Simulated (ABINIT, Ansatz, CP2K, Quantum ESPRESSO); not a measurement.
**One calculation of Ge, 5 ways**

```
Ge
1.0
     4.09041    0.00000    0.00000
    -2.04520    3.54240    0.00000
     0.00000    0.00000    3.32658
Ge
2
Direct
  0.65083 0.32518 0.14543
  0.33473 0.67788 0.86641
```

This isn't the form of Ge at room conditions, which is diamond.

Atoms were shifted at random by some hundredths of an Å from the given cell, which wasn't relaxed again for these runs.

Alike in all runs: task single point; functional PBE; k mesh 8 × 8 × 8; occupations fermi-dirac, width 0.05 eV; no spin polarisation; no spin-orbit coupling. A missing gap at this level doesn't show that the real crystal is a metal. Pressure is positive in compression and, in plane waves, holds the error of the finite cutoff, which Ansatz's Pulay term estimates and takes out.

```
                                      program and potentials  plane-wave cutoff (eV)                                                                      notes  band gap (eV)  pressure (GPa)  largest force (eV/Å)  energy over the undisturbed cell (meV/atom)
              Ansatz, all-electron LAPW, scalar-relativistic                       -                                                                          -         no gap           -1.33                 0.533                                            -
CP2K, POTENTIAL_UZH Ge GTH-PBE-q4; TZVP-MOLOPT-PBE-GTH basis                       -                       atomic basis; 4 valence electrons an atom on average         no gap           -1.02                 0.542                                         9.92
                       Ansatz, Ansatz PAW (earlier soft set)                     420  14 valence electrons an atom on average; Pulay term of +0.02 GPa included         no gap           -1.33                 0.533                                         9.73
                   Quantum ESPRESSO, SSSP 1.3 efficiency PBE                     748                                    14 valence electrons an atom on average         no gap           -1.40                 0.532                                         9.69
                                    ABINIT, JTH PAW PBE v2.0                     599                                    14 valence electrons an atom on average         no gap           -1.79                 0.535                                         9.83
```

Force on atom 1 (Ge), eV/Å:

| program and potentials | x | y | z |
| --- | --- | --- | --- |
| Ansatz, all-electron LAPW, scalar-relativistic | 0.192 | 0.495 | 0.041 |
| CP2K, POTENTIAL_UZH Ge GTH-PBE-q4; TZVP-MOLOPT-PBE-GTH basis | 0.196 | 0.501 | 0.065 |
| Ansatz, Ansatz PAW (earlier soft set) | 0.192 | 0.495 | 0.044 |
| Quantum ESPRESSO, SSSP 1.3 efficiency PBE | 0.192 | 0.495 | 0.039 |
| ABINIT, JTH PAW PBE v2.0 | 0.193 | 0.497 | 0.048 |

None finds a gap. The pressure spans -1.79 (ABINIT, JTH PAW PBE v2.0) to -1.02 GPa (CP2K, POTENTIAL_UZH Ge GTH-PBE-q4; TZVP-MOLOPT-PBE-GTH basis), with all-electron results at -1.33. Rows in atomic bases carry the error of their basis and grid, which can be large.

The functional is the same throughout but for its coding, so the spread measures potentials, basis and numerics; runs on potential files found faulty are left out.
